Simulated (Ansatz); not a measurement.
# CdTe: a single-point run

The task is a single-point run on CdTe. The structure is shown as the input types it.

Computed with Ansatz 0.2.0 (DFT PBEsol, scalar-relativistic, plane waves, PAW; settings changed, unless a step's input says otherwise).

6 further runs of the same task are left out: 1 that didn't finish, 5 set aside as unsound or not needed. Runs told in other sessions of the task aren't counted.

### 1 The structure to begin with

It takes space group F-43m (No. 216, cubic). Conventional cell: a = 6.491 Å, b = 6.491 Å, c = 6.491 Å, α = 90.00°, β = 90.00°, γ = 90.00°. Around Cd (site symmetry -43m) lie 4 Te at 2.81 Å. Around Te (site symmetry -43m) lie 4 Cd at 2.81 Å.

Structure file:

```cif
data_structure
_symmetry_space_group_name_H-M 'F-43m'
_symmetry_Int_Tables_number 216
_cell_length_a 6.4911
_cell_length_b 6.4911
_cell_length_c 6.4911
_cell_angle_alpha 90.000
_cell_angle_beta 90.000
_cell_angle_gamma 90.000
_cell_volume 273.50
loop_
_atom_site_label
_atom_site_type_symbol
_atom_site_symmetry_multiplicity
_atom_site_Wyckoff_symbol
_atom_site_fract_x
_atom_site_fract_y
_atom_site_fract_z
_atom_site_occupancy
Cd1 Cd 4 a 0.00000 0.00000 0.00000 1
Te1 Te 4 d 0.25000 0.25000 0.75000 1
```

### 2 Running it

Input file input.yaml:

```yaml
crystal:
  lattice:
    - [0.0, 3.2455445498, 3.2455445498]
    - [3.2455445498, 0.0, 3.2455445498]
    - [3.2455445498, 3.2455445498, 0.0]
  ATOMS:
    - { symbol: Cd, position: [0.0, 0.0, 0.0] }
    - { symbol: Te, position: [0.25, 0.25, 0.25] }
basis:
  ecutwfc: 420
kpoints:
  mp_grid: { grid: [8, 8, 8] }
hamiltonian:
  xc: pbesol
scf:
  occupations: { method: gaussian, width: 0.02 }
  max_iter: 100
output:
  forces: true
  eigenvalues: true
  stress: true
```

Command:

```
$ ansatz run input.yaml --threads 8 --pin off --max-ram 16384MiB --backend cpu --events-out ev --progress --plain --runs-dir out
```

Q: Will this input give a usable result? If not, why, and what should change?

The program refused the input before any cycle. It says: «line 6 column 3: unknown field `ATOMS`, expected one of checkpoint, saddle_side, structure_sha256, lattice, periodic, ...»

A key is misspelt, and the program accepts no key that it doesn't know.

Remedy: correct the name of the key.
